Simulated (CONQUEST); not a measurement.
Crystal: Ge.

```
CELL_PARAMETERS angstrom
4.00068 0.00000 0.00000
0.00000 4.00068 0.00000
0.00000 0.00000 5.65782
ATOMIC_POSITIONS crystal
Ge 0.00000 0.50000 0.25000
Ge 0.50000 0.00000 0.75000
Ge 0.00000 0.00000 0.50000
Ge 0.50000 0.50000 0.00000
```

* Program: CONQUEST 1.3
* Task: single point
* Functional: PBE
* Potentials or basis: PseudoDojo NC PBE, SZ, grid cutoff 120 Ha
* k mesh: 7 × 7 × 5
* Occupations: fermi-dirac, width 0.05 eV
* Spin: no spin polarisation

On this cell: pressure 9.0 GPa; largest force zero by symmetry; band gap on the k mesh 0.25 eV.

The same run follows on a disturbed copy (atoms moved at random, drawn with an rms of 0.05 Å):

```
CELL_PARAMETERS angstrom
4.00068 0.00000 0.00000
0.00000 4.00068 0.00000
0.00000 0.00000 5.65782
ATOMIC_POSITIONS crystal
Ge 0.00045 0.51385 0.24711
Ge 0.50045 0.01385 0.74711
Ge 0.00157 0.00202 0.49142
Ge 0.50157 0.50203 0.99142
```

Problem. What changes?

Solution. The energy moves by +13.6 meV/atom; pressure 9.0 GPa; largest force 0.978 eV/Å; band gap on the k mesh none (metal or under the smearing width).

Forces on the atoms (eV/Å):
```
Ge   0.064 -0.807 -0.548
Ge   0.064 -0.807 -0.548
Ge  -0.057  0.807  0.545
Ge  -0.057  0.807  0.545
```

Caveats: the atomic basis is small; the box holds several primitive cells, so bands are folded and the points are those of the box's own zone; the basis of atomic orbitals isn't converged, which shifts pressures, moduli and gaps; the real-space grid breaks the cell's symmetry a little (some runs).
